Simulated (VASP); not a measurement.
Set up this calculation in VASP 6.6.1, as the native input.

| Property | Result |
| --- | --- |
| Task | relaxation of cell and atoms |
| Functional | r2SCAN |
| Potentials or basis | VASP PAW PBE potentials, release 64 (Cu, O) |
| Cutoff | 600 eV |
| k mesh | 10 × 10 × 10 |
| Occupations | gaussian, width 0.05 eV |
| Spin | no spin polarisation |
| Further INCAR settings | ALGO = Normal; EDIFF = 1e-07; IBRION = 2; EDIFFG = -0.01; NSW = 60; ISIF = 3 |

The structure of CuO lies in POSCAR:

```
CuO
1.0
    2.5525506100      0.0000000000      0.0000000000
    0.0000000000      2.5525506100      0.0000000000
    0.0000000000      0.0000000000      2.5525506100
Cu O
1 1
Direct
    0.0000000000      0.0000000000      0.0000000000
    0.5000000000      0.5000000000      0.5000000000
```

Measurements of this composition are mostly on another form, of space group No. 15.

The input as run:

INCAR

```
SYSTEM = CuO
PREC     = Accurate       ! precision mode
ENCUT    = 600            ! plane-wave cutoff, eV
EDIFF    = 1E-7           ! SCF threshold, eV
ISMEAR   = 0              ! smearing method
SIGMA    = 0.05           ! smearing width, eV
LREAL    = .False.        ! projectors in reciprocal space
LASPH    = .True.         ! aspherical terms in the spheres
NELM     = 80             ! most SCF steps
ALGO     = Normal         ! electronic algorithm
ISIF     = 3              ! what is computed and relaxed
LWAVE    = .False.        ! write WAVECAR
LCHARG   = .False.        ! write CHGCAR
METAGGA  = R2SCAN         ! meta-GGA
LMIXTAU  = .True.       
IBRION   = 2              ! ionic algorithm
NSW      = 60             ! ionic steps
EDIFFG   = -0.01          ! ionic threshold
```

KPOINTS

```
regular mesh
0
Gamma
  10 10 10
  0 0 0
```

Potentials or basis: VASP PAW PBE potentials, release 64 (Cu, O).

The run is started by

```console
$ cat potpaw_PBE.64/Cu/POTCAR potpaw_PBE.64/O/POTCAR > POTCAR
$ mpirun -np 1 vasp_std > vasp.out
```

Results of the run:

- Relaxed volume: 8.79 Å³/atom
- Relaxed cell: a = 2.600 Å, b = 2.600 Å, c = 2.600 Å, α = 90.00°, β = 90.00°, γ = 90.00°
- Space group after relaxing (to 0.05 Å): Pm-3m (No. 221)
- Energy gained by relaxing: 17.3 meV/atom
- Ionic steps: 3
- Pressure after relaxing: 0.0 GPa
- Band gap on the k mesh: none (metal or under the smearing width)

Caveat: the PAW data sets were made with another functional, which shifts forces and pressure a little; an odd number of electrons without spin polarisation forces a metal; a magnetic or distorted state may lie lower; the run has no spin polarisation, though such a crystal can be magnetic; semilocal functionals often make such compounds metallic where correlation or magnetic order opens a gap, which also shifts bond lengths.

Run time: 2.1 min on 1 thread of Intel(R) Xeon(R) Platinum 8259CL CPU @ 2.50GHz (Skylake/Cascade Lake) (shared host), peak memory 0.14 GiB.
